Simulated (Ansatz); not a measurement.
How far is PAW off for Mo?

```
Mo
1.0
    -1.57100    1.57100    1.57100
     1.57100   -1.57100    1.57100
     1.57100    1.57100   -1.57100
Mo
1
Direct
  0.00000 0.00000 0.00000
```

The cell is COD entry 9011605, as deposited and not checked against the literature; nothing was relaxed. It is an old determination, and later ones may differ.

Levels of theory: DFT, LDA, PAW with Ansatz's default frozen-core files, scalar-relativistic (Ansatz 0.2.0); DFT, LDA, all-electron LAPW, scalar-relativistic (Ansatz 0.2.0).

For PAW: a Γ-centred 16×16×16 k mesh, Fermi–Dirac smearing of 0.05 eV, cutoff 420 eV, no spin polarisation; the PAW files were made with PBE, and the program remakes their frozen cores for this functional. LAPW targets a basis error of 1 meV/atom. The Ansatz runs share mesh, smearing and spin set-up. Plane-wave (PAW) pressures include the program's estimate of the Pulay term.

Stress and pressure are positive in compression.

Levels count from the Fermi level.

```json
{"quantity": "pressure (GPa)", "PAW": "-8.24", "LAPW": "-8.15"}
{"quantity": "highest filled level at H (eV)", "PAW": "-5.515", "LAPW": "-5.518"}
{"quantity": "lowest empty level at H (eV)", "PAW": "4.051", "LAPW": "4.057"}
{"quantity": "highest filled level at P (eV)", "PAW": "-2.629", "LAPW": "-2.630"}
{"quantity": "lowest empty level at P (eV)", "PAW": "2.433", "LAPW": "2.437"}
```

PAW's pressure differs from the LAPW value by -0.08 GPa.
